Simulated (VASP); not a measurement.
Here is a VASP 6.6.1 calculation.

Contents of INCAR:

```
SYSTEM = TiPt3
PREC = Accurate
ENCUT = 520
EDIFF = 1E-7
ISMEAR = -1
SIGMA = 0.1
LREAL = .False.
LASPH = .True.
NELM = 100
ALGO = Normal
ISIF = 2
LWAVE = .False.
LCHARG = .False.
GGA = PS
NBANDS = 29
```

File KPOINTS:

```
Automatic mesh
0
Gamma
  4 4 4
  0 0 0
```

The input POSCAR:

```
TiPt3
1.0
    3.8970000000      0.0000000000      0.0000000000
    0.0000000000      3.8970000000      0.0000000000
    0.0000000000      0.0000000000      3.8970000000
Ti Pt
1 3
Direct
    0.0000000000      0.0000000000      0.0300000000
    0.0000000000      0.5000000000      0.5000000000
    0.5000000000      0.0000000000      0.5000000000
    0.5000000000      0.5000000000      0.0000000000
```

Potentials or basis: VASP PAW PBE potentials, release 64 (Ti_sv, Pt).

Launch:

```sh
$ cat potpaw_PBE.64/Ti_sv/POTCAR potpaw_PBE.64/Pt/POTCAR > POTCAR
$ mpirun -np 1 vasp_std > vasp.out
```

Problem. Estimate the pressure.

Solution. 0.7 GPa.

Problem. What does it give for the band gap on the k mesh?

Solution. None (metal or under the smearing width).

Forces on the atoms (eV/Å):
```
Ti   0.000  0.000 -0.625
Pt   0.000  0.000  0.257
Pt   0.000  0.000  0.257
Pt   0.000  0.000  0.111
```

Caveat: the k mesh is coarse (spacing up to 0.40 Å⁻¹), so the values aren't converged; the PAW data sets were made with another functional, which shifts forces and pressure a little. The run has no spin-orbit coupling, so splittings on Pt are missing.
